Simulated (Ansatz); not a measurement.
A crystal relaxed with r2SCAN in Ansatz 0.2.0 has space group Fm-3m (No. 225) and a = 6.004 Å.

```
atom  site       x       y       z
  Sn    4a  0.0000  0.0000  0.0000
  Xx    4b  0.5000  0.0000  0.0000
```

r2SCAN gives a direct gap of 0.01 eV at L–W (0.10 of the way from L). (This is within a few times the smearing of 0.02 eV, so the filling near the edges can be smeared.) The HSE06 gap is direct at L–W (0.10 of the way from L): 0.06 eV. (With 0.02 eV of smearing so small a gap leaves both edges partly filled, and it could close between the points sampled.) With LDA the valence top lies at k = (-0.052, -0.052, 0.484) and the conduction bottom at k = (-0.057, -0.042, 0.480), 0.02 eV higher; the smallest vertical gap, at k = (-0.057, -0.042, 0.480), is 0.03 eV. (This is within a few times the smearing of 0.02 eV, so the filling near the edges can be smeared.) Least and direct gap differ so little that the kind isn't settled. Meshes: r2SCAN 8×8×8, HSE06 6×6×6, LDA 8×8×8.

Task: Which element is Xx?
A. Te
B. S
C. Se
D. O

Result: C. Xx is Se: SnSe in the rocksalt structure. Sn has 6 Se at 3.00 Å; Se has 6 Sn at 3.00 Å.

No spin polarisation and no zero-point or thermal motion; the cell was built from a prototype and may be hypothetical.

No spin-orbit coupling is included; it can move band edges with weight on the heavy atoms by tenths of an eV.

Where an edge lies off the special points, it is a point of the mesh or the k point where a search put PBE's edge or least direct gap, reused for the other functionals, whose own edges may lie a little apart.

Coordinates of k points refer to the reciprocal vectors of the primitive cell of the runs.

The meshes of the hybrids are coarse, so their gaps aren't converged to the digits shown.
